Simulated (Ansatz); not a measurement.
# MgS (P6_3mc) in Ansatz: band structure with PBEsol

Aim: the band structure of MgS with PBEsol.

All numbers are computed with Ansatz 0.2.0; they aren't measurements. Logs are shortened: lines on timing, memory, paths and dates and some standing lists are left out, and cuts for length are marked.

### 1 Starting point

The structure is hexagonal, space group P6_3mc (No. 186). Conventional cell: a = 4.035 Å, b = 4.035 Å, c = 6.432 Å, α = 90.00°, β = 90.00°, γ = 120.00°. S (site symmetry 3m) has 4 Mg at 2.45 to 2.47 Å as nearest neighbours. Mg (site symmetry 3m) has 4 S at 2.45 to 2.47 Å as nearest neighbours.

The cell comes from a database or a generator and needn't be the stable form of this composition.

### 2 Band structure, PBEsol

File input.yaml:

```yaml
crystal:
  lattice:
    - [4.0346224068, 0.0, 0.0]
    - [-2.0173112034, 3.494085499, 0.0]
    - [0.0, 0.0, 6.43229418]
  atoms:
    - { symbol: S, position: [0.6666666667, 0.3333333333, 0.87924415] }
    - { symbol: S, position: [0.3333333333, 0.6666666667, 0.37924415] }
    - { symbol: Mg, position: [0.3333333333, 0.6666666667, 0.99575485] }
    - { symbol: Mg, position: [0.6666666667, 0.3333333333, 0.49575485] }
hamiltonian:
  xc: pbesol
  pseudopotentials: { kind: paw }
kpoints:
  mp_grid: { grid: [8, 8, 4] }
  band_path:
    path:
      - [[0.0, 0.0, 0.0], [0.5, 0.0, 0.0], [0.3333333333, 0.3333333333, 0.0], [0.0, 0.0, 0.0], [0.0, 0.0, 0.5], [0.5, 0.0, 0.5], [0.3333333333, 0.3333333333, 0.5], [0.0, 0.0, 0.5]]
      - [[0.5, 0.0, 0.5], [0.5, 0.0, 0.0]]
      - [[0.3333333333, 0.3333333333, 0.0], [0.3333333333, 0.3333333333, 0.5]]
    npoints: 14
scf:
  occupations: { method: fermi_dirac, width: 0.05 }
  n_extra_bands: 10
output:
  forces: true
  stress: true
  eigenvalues: true
  fatbands: true
  write_density: true
  write_potential: true
  elf: true
  volumetric_format: npy
```

Potentials or basis: Ansatz PAW.

Started as:

```bash
ansatz run input.yaml --threads 2 --pin off --max-ram 5632MiB --backend cpu --events-out ev --progress --plain --runs-dir out
```

Output:

```text
Warning: RAYON_NUM_THREADS=2 ignored (pool sized by the plan → 2); use --threads N
scf.n_extra_bands = 10 over 16 filled bands (N_el = 32.0): the run solves 26 bands
Engine: ansatz 0.2.0, x86_64-unknown-linux-gnu
Pseudopotentials: kind: paw
Pseudopotential: S, paw, valence charge 6, recommended cutoff 420 eV (normal), S.paw.azcp
Pseudopotential: Mg, paw, valence charge 10, recommended cutoff 420 eV (normal), Mg.paw.azcp
Functional definition: PBEsol
  exchange = pbesol_x
  correlation = pbesol_c
Crystal: 4 atoms, lattice volume = 90.678 Å³
Basis set: ecut = 420 eV, 1785 PW (Γ), exchange–correlation on 54×54×90 points (8 copies of the dense FFT grid, shifted against one another)
Bands: 26, of which v1, the nominal top of the filled ones, is band 16 counted from 1 (15 counted from 0)
Symmetry: 12 space group operations
Space group: P63mc (ITA 186), of the structure as read, at distance tolerance 4.5e-5 Å
k-points: 30 of 256 (time reversal used)
Non-local potential: S, projectors of the file, l = 0: 2, l = 1: 2, l = 2: 2
Non-local potential: Mg, projectors of the file, l = 0: 3, l = 1: 2, l = 2: 1
PAW form: soft (Blöchl's): semilocal exchange-correlation on the pseudo side does not see the compensation charge
PAW frozen core: S, regenerated for the run's functional, and the local potential with it (the file was generated under x = pbe(κ = 0.804, μ = 0.2195149727645171), c = pbe(β = 0.06672455060314922))
PAW frozen core: Mg, regenerated for the run's functional, and the local potential with it (the file was generated under x = pbe(κ = 0.804, μ = 0.2195149727645171), c = pbe(β = 0.06672455060314922))
PAW one-centre angular grid: S, 110 points (default); XC on 64 Gauss nodes
PAW one-centre angular grid: Mg, 110 points (default); XC on 64 Gauss nodes
Initial density: superposition of atomic densities (neutral atoms: chi_scale 0, normalization atom), corrected by the library's trained network
Initial wavefunctions: pseudopotential atomic-orbital guess
Functional: x = pbesol(κ = 0.804, μ = 0.12345679012345678), c = pbesol(β = 0.046)
SCF iter   1: F=—  HF=-5599.567857 eV  |F-HF|=—  |Δ(HF+E_count)|=         —  Δρ=2.95e-3  dr2=1.33e-2  ethr=1.77e-3  ⟨swp⟩=6.8  Hψ=3823  notcnv=0  defer=15
preconditioner: auto → Resta (q_TF=auto, 2.294 Å⁻¹)  ε∞=2.8  [insulator: Δε(μ)=3.225 eV  Ē_g=11.707 eV  σ=0.050 eV  W_gap=1.00  n_scr=22 (ndim 8)  ℏωp=15.6 eV  f_vac=0.036  D(μ)=0.00/eV (n_scr^D=0)  ε∞_Penn≈2.8]
SCF iter   2: F=—  HF=-5599.561519 eV  |F-HF|=—  |Δ(HF+E_count)|=   6.34e-3  Δρ=1.49e-3  dr2=3.28e-3  ethr=4.16e-5  ⟨swp⟩=2.3  Hψ=1250  notcnv=0  defer=40
SCF iter   3: F=—  HF=-5599.560841 eV  |F-HF|=—  |Δ(HF+E_count)|=   6.78e-4  Δρ=4.64e-4  dr2=1.66e-4  ethr=1.03e-5  ⟨swp⟩=2.5  Hψ=1038  notcnv=0  defer=40
SCF iter   4: F=—  HF=-5599.560815 eV  |F-HF|=—  |Δ(HF+E_count)|=   2.63e-5  Δρ=1.48e-4  dr2=3.35e-5  ethr=5.17e-7  ⟨swp⟩=2.0  Hψ=1108  notcnv=0  defer=40
SCF iter   5: F=—  HF=-5599.560806 eV  |F-HF|=—  |Δ(HF+E_count)|=   8.48e-6  Δρ=5.40e-5  dr2=4.95e-6  ethr=1.05e-7  ⟨swp⟩=2.4  Hψ=883  notcnv=0  defer=40
SCF iter   6: F=—  HF=-5599.560806 eV  |F-HF|=—  |Δ(HF+E_count)|=   1.26e-7  Δρ=9.80e-6  dr2=1.27e-7  ethr=1.55e-8  ⟨swp⟩=2.0  Hψ=889  notcnv=0  defer=40
SCF iter   7: F=-5599.560806 eV  HF=-5599.560806 eV  |F-HF|=2.96e-9  |Δ(HF+E_count)|=   2.70e-8  Δρ=1.16e-6  dr2=2.43e-9  ethr=3.13e-10  ⟨swp⟩=13.4  Hψ=4789  notcnv=0
SCF 1 converged in 7 iterations: F = -5599.560806 eV  dr2 = 2.43e-9
NSCF: frozen V_eff on 129 k-points
SCF converged after 7 iterations
Free energy (F): -5599.560806 eV
Harris-Foulkes:  -5599.560806 eV  (|F-HF|=2.96e-9)
Internal energy: -5599.560806 eV  (E = F + TS)
E sigma→0 (E₀):  -5599.560806 eV
Fermi energy:    4.866997 eV
--- Per-component energies (eV) ---
  E_band       = -738.491361
  E_kinetic    = 367.412307
  E_local      = -3771.492412  (includes V_loc(G=0)·N_el)
  E_nonlocal   = 248.869174
  E_hartree    = 1365.534047
  E_xc         = -251.062408
  E_vxc        = -251.047238  (∫ρ·V_xc dr)
  E_paw        = -1730.824798  (= ΣΔE_a)
  E_vpaw       = -63.302367  (= ΣTr[D̂ρ^β])
  E_aug_tail   = -0.000003  (compensation charges beyond the density's cutoff)
  E_ewald      = -1828.238337
  E_core_change = 0.241623  (= ΣΔE_core)
  E_smearing   = -0.000000  (= −TS)
  E_closure    = 0.000000  (closes the sum)
  Σ components = -5599.560806   (vs F -5599.560806, Δ=0.00e0)
--- Forces (eV/Å), atoms counted from 1 ---
  atom   1  S      0.00000000    -0.00000000    -0.04459005
  atom   2  S     -0.00000000     0.00000000    -0.04459005
  atom   3  Mg    -0.00000000     0.00000000     0.04459836
  atom   4  Mg     0.00000000    -0.00000000     0.04459836
  max |Σ_I F_I| component: 1.66e-5 eV/Å
--- Stress (GPa, compression-positive) ---
       -0.199879       0.000000       0.000000
       -0.000000      -0.199879       0.000000
       -0.000000      -0.000000      -0.536491
  P = ⅓ Tr σ = -0.3121 GPa (-3.121 kbar)
--- Band table (eV; the first three rows and the last of 30) ---
  k-point 0: bands = ["-70.3364", "-70.3363", "-37.2852", "-37.2825", "-37.2787", "-37.2787", "-37.2782", "-37.2782", "-8.2097", "-7.4639", "-0.0681", "2.6184", "2.6184", "3.0413", "3.0413", "3.2041", "6.4720", "7.7538", "10.5633", "10.5633", "11.3039", "11.5842", "11.5842", "12.1607", "12.3593", "12.3593"]
  k-point 1: bands = ["-70.3364", "-70.3363", "-37.2848", "-37.2829", "-37.2786", "-37.2786", "-37.2783", "-37.2783", "-8.1144", "-7.5901", "0.2950", "2.4742", "2.6768", "2.6768", "2.9756", "2.9756", "7.1738", "7.8969", "10.5221", "10.5221", "10.8906", "11.2095", "11.2095", "11.5281", "12.9926", "12.9926"]
  k-point 2: bands = ["-70.3363", "-70.3363", "-37.2838", "-37.2838", "-37.2785", "-37.2785", "-37.2785", "-37.2785", "-7.8674", "-7.8674", "1.2521", "1.2521", "2.8226", "2.8226", "2.8226", "2.8226", "7.9722", "7.9722", "10.6765", "10.6765", "10.7044", "10.7044", "10.7044", "10.7044", "14.4267", "14.4267"]
  k-point 29: bands = ["-70.3363", "-70.3363", "-37.2838", "-37.2838", "-37.2799", "-37.2799", "-37.2794", "-37.2794", "-7.3504", "-7.3504", "0.2993", "0.2993", "1.3178", "1.3178", "2.6546", "2.6546", "8.6325", "8.6325", "9.6522", "9.6522", "11.1509", "11.1509", "12.5211", "12.5211", "14.1602", "14.1602"]
```

It took 6 s on 2 threads of Intel Xeon 6975P-C (Granite Rapids), shared host; peak memory 0.49 GiB.

What came out:

```yaml
Free_energy: -5599.5608 eV
Pressure: -0.3 GPa
Largest_force: 0.045 eV/Å
Band_gap_on_the_k_mesh: 3.27 eV, direct
Band_gap_along_the_path: 3.27 eV, direct
```

Forces on the atoms (eV/Å):
```
S    0.000  0.000 -0.045
S    0.000  0.000 -0.045
Mg   0.000  0.000  0.045
Mg   0.000  0.000  0.045
```

Levels at the corners of the path, in eV from the valence-band top:
```
point  band 14  band 15  band 16  band 17  band 18  band 19
    Γ    -0.16    -0.16     0.00     3.27     4.55     7.36
    M    -1.26    -0.95    -0.48     4.57     5.05     5.67
    K    -1.38    -1.37    -1.37     4.68     6.85     7.21
    Γ    -0.16    -0.16     0.00     3.27     4.55     7.36
    A    -0.38    -0.38    -0.38     4.77     4.77     7.47
    L    -0.91    -0.82    -0.82     4.49     4.49     6.17
    H    -2.04    -0.53    -0.53     5.65     5.65     6.23
    A    -0.38    -0.38    -0.38     4.77     4.77     7.47
    L    -0.91    -0.82    -0.82     4.49     4.49     6.17
    M    -1.26    -0.95    -0.48     4.57     5.05     5.67
    K    -1.38    -1.37    -1.37     4.68     6.85     7.21
    H    -2.04    -0.53    -0.53     5.65     5.65     6.23
```

Caveat: the PAW data sets come from PBE, with cores solved anew for the run's functional, which leaves a small shift of forces and pressure. Expect the measured gap to be larger: semilocal functionals such as PBEsol lack the derivative discontinuity.

### 3 For comparison

An earlier run on the cell as given: functional PBEsol; potentials or basis Ansatz PAW; cutoff 420 eV (not typed: the program's choice for these potentials); k mesh 8 × 8 × 4; occupations fermi-dirac, width 0.05 eV; no spin polarisation.

- Pressure: -0.3 GPa
- Largest force: 0.045 eV/Å
- Band gap on the k mesh: 3.27 eV, direct
